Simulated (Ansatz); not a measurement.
All numbers below come from Ansatz, DFT PBE, scalar-relativistic, plane waves, PAW. All cells share a 420 eV cutoff and Γ-centred k meshes spaced at most about 0.3 Å⁻¹ (about 0.25 or finer for metals, 2π included). No spin polarisation.

Temperature and zero-point effects are left out.

Two forms of GaP2 were relaxed alike.

A. Space group Pa-3 (No. 205), cubic, a = 6.023 Å. Ga has 6 P at 2.55 Å; P is surrounded by 1 P at 2.11 Å and 3 Ga at 2.55 Å.

B. Space group I4_122 (No. 98), tetragonal, a = 7.378 Å, c = 4.619 Å. Ga is surrounded by 4 P at 2.58 Å; P has 2 P at 2.24 Å and 2 Ga at 2.58 Å.

Question: Which form is favoured at zero pressure, and by what margin per atom?

Answer: They are level within the accuracy (6 meV/atom apart, with A the lower in these runs). A has the pyrite type, space group Pa-3 (No. 205), 18.2 Å³/atom and no gap on its mesh; B has space group I4_122 (No. 98), 21.0 Å³/atom and no gap. Counting P atoms around Ga (those within 1.25 times the shortest such distance or 1.15 times the sum of covalent radii), A has Ga 6 and B has Ga 4. A holds P–P pairs (shortest 2.11 Å); B holds P–P chains (shortest 2.24 Å). Both come from invented guesses. The lowest form computed isn't among them: it has the marcasite type, space group Pnnm (No. 58), 18.4 Å³/atom and lies 11 meV/atom below the best shown.

For metals, differences of a few meV/atom aren't resolved. Cells relaxed within their symmetry can be saddle points. Some candidate types were left out of the draw beforehand, so a known form may be missing.
